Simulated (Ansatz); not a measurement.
**F: do energies and stresses tell the same story?**

All numbers below come from Ansatz 0.2.0, DFT PBE+D3(BJ), scalar-relativistic, plane waves, PAW.

Settings: cutoff 420 eV, Γ-centred mesh 8×8×4 on the computed 4-atom cell, Gaussian smearing of 0.02 eV; no spin polarisation.

Relaxed cell: C2/m, a = 5.881 Å, b = 3.387 Å, c = 7.382 Å, α = 90.00°, β = 108.05°, γ = 90.00°, 4 atoms in the primitive cell.

Energies at zero smearing and pressures from the stress tensor, at volumes with shape and atoms relaxed:
| V (Å³/atom) | E − E(first) (meV/atom) | P (GPa) |
| --- | --- | --- |
| 15.377 | 0.00 | 0.630 |
| 15.901 | -1.69 | 0.410 |
| 16.425 | -2.88 | 0.245 |
| 16.949 | -3.43 | 0.105 |
| 17.474 | -3.68 | 0.011 |
| 17.998 | -3.47 | -0.083 |
| 18.522 | -3.11 | -0.158 |
| 19.221 | -2.52 | -0.228 |

Q: Check P = −dE/dV between neighbouring volumes, and get the bulk modulus from the pressures alone.

A: With 1 eV/Å³ = 160.2 GPa:
```
middle V (Å³/atom)  −ΔE/ΔV (GPa) mean P (GPa)
            15.639         0.516         0.520
            16.163         0.363         0.327
            16.687         0.171         0.175
            17.212         0.075         0.058
            17.736        -0.063        -0.036
            18.260        -0.110        -0.120
            18.872        -0.136        -0.193
```

The two differ by 0.057 GPa at most. The mean of two end pressures misses the average over a step by about ΔV² P″/12, up to 0.005 GPa here; with that taken off 0.060 GPa remains, from the finite cutoff, the mesh or the relaxation's tolerance. Around V = 17.474 Å³/atom, the two neighbours give B = −V ΔP/ΔV = 17.474 × 0.188 / 1.048 = 3.1 GPa, against B0 = 3.0 GPa from the Birch–Murnaghan fit of the energies, which describes these points poorly (B0' = 9.1).